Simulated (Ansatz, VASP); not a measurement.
# Two plane-wave programs on Al6H

```xyz
14
Lattice="5.7143 0.0000 0.0000 -2.8572 4.9487 0.0000 0.0000 0.0000 22.6016" Properties=species:S:1:pos:R:3 pbc="T T T"
Al    1.4286    0.8248    4.0000
Al    0.0000    3.2992    4.0000
Al    4.2857    0.8248    4.0000
Al    2.8572    3.2992    4.0000
Al    0.0000    1.6496    6.3009
Al   -1.4286    4.1239    6.3009
Al    2.8572    1.6496    6.3009
Al    1.4286    4.1239    6.3009
Al    0.0000    0.0000    8.6016
Al   -1.4286    2.4744    8.6016
Al    2.8572    0.0000    8.6016
Al    1.4286    2.4744    8.6016
H    -0.5905    0.0000   11.6016
H     0.5905    0.0000   11.6016
```

Alike in both runs: task single point; functional PBE; k mesh 6 × 6 × 1; occupations gaussian, width 0.1 eV; no spin polarisation.

```csv
,VASP,Ansatz
version,VASP 6.6.1,Ansatz 0.2.0
potentials or method,"VASP PAW PBE potentials, release 64 (Al, H)","scalar-relativistic, plane waves, PAW"
plane-wave cutoff (eV),520,420
valence electrons in the cell,38,38
```

Ansatz gave:

| Item | Value |
| --- | --- |
| gap on the k mesh at the Fermi level (eV) | none |
| rms of the force components (eV/Å) | 0.971 |

Task: Which values does VASP return?

Result: gap on the k mesh at the Fermi level (eV): none; rms of the force components (eV/Å): 0.972.

Atom by atom the forces differ by 0.001 eV/Å (rms over components). A gap of «none» marks a metal or a gap that the smearing closes.
